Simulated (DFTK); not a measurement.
SnTe: single point with PBEsol

The system is SnTe.

```xyz
2
Lattice="0.0000 3.6111 3.6111 3.6111 0.0000 3.6111 3.6111 3.6111 0.0000" Properties=species:S:1:pos:R:3 pbc="T T T"
Te    1.8056    1.8056    1.8056
Sn    0.0000    0.0000    0.0000
```

Measurements of this composition are mostly on another form, of space group No. 225.

```yaml
Program: DFTK 0.8.2
Task: single point
Functional: PBEsol
Potentials_or_basis: dojo.nc.sr.pbesol.v0_4_1.standard.upf (PBEsol)
Cutoff: 1088 eV
k_mesh: 7 × 7 × 7
Occupations: fermi-dirac, width 0.05 eV
Spin: no spin polarisation
Valence_electrons: Sn 14, Te 16
SCF_tolerance_on_the_density: 1e-06
```

```yaml
Pressure: -1.4 GPa
Band_gap_on_the_k_mesh: 0.29 eV, indirect (least direct gap 0.79 eV)
```

Levels at points of the mesh, in eV from the valence-band top:
| k point | band 12 | band 13 | band 14 | band 15 | band 16 | band 17 | band 18 | band 19 |
| --- | --- | --- | --- | --- | --- | --- | --- | --- |
| (0.00, 0.00, 0.00) | -5.03 | -1.73 | -1.73 | -1.73 | 1.19 | 1.19 | 1.19 | 4.19 |

Run time: 5.7 min on 1 thread of AMD EPYC 7R43 64-Core Processor (Zen 3) (shared host), peak memory 2.3 GiB.

Caveat: spin-orbit coupling is left out, which moves the levels of the heavy elements; an odd mesh through Γ misses points on the zone boundary, where band edges often lie.
